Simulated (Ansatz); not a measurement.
Crystal: La.

```
La
1.0
    -2.22512    2.22512    2.22512
     2.22512   -2.22512    2.22512
     2.22512    2.22512   -2.22512
La
1
Cartesian
  0.0000 0.0000 0.0000
```

This isn't the form of La at room conditions, which is double hcp.

The cell isn't the ideal one: volume scaled by 1.15.

- Program: Ansatz 0.2.0
- Task: relaxation of cell and atoms
- Functional: RPBE-LYP
- Potentials or basis: all-electron LAPW, scalar-relativistic
- Basis error allowed: 0.0005 eV/atom
- k mesh: 7 × 7 × 7
- Occupations: methfessel-paxton, width 0.05 eV
- Spin: non-collinear spin, random start
- Starting moments: [[0.053, -0.053, -0.454]] μB

At the start: volume 44.07 Å³/atom.

How do energy, volume and symmetry change on relaxing?

Over 4 steps the energy falls by 3.4 meV/atom and the volume is 42.62 Å³/atom (-3.3 %); space group Im-3m (No. 229, to 0.05 Å); moment 0.41 μB per cell.

Step by step:
```
step  energy change (eV)  largest force (eV/Å)  volume (Å³)
   1              0.0000                0.0000        44.07
   2             -0.0028                0.0000        43.23
   3             -0.0034                0.0000        42.62
   4             -0.0034                0.0000        42.62
```

Final structure:
```xyz
1
Lattice="-2.2004 2.2004 2.2004 2.2004 -2.2004 2.2004 2.2004 2.2004 -2.2004" Properties=species:S:1:pos:R:3 pbc="T T T"
La    0.0000    0.0000    0.0000
```

Caveat: the k mesh is thin for a metal, which can move the energy by tens of meV per atom; the program listed the state as in doubt.
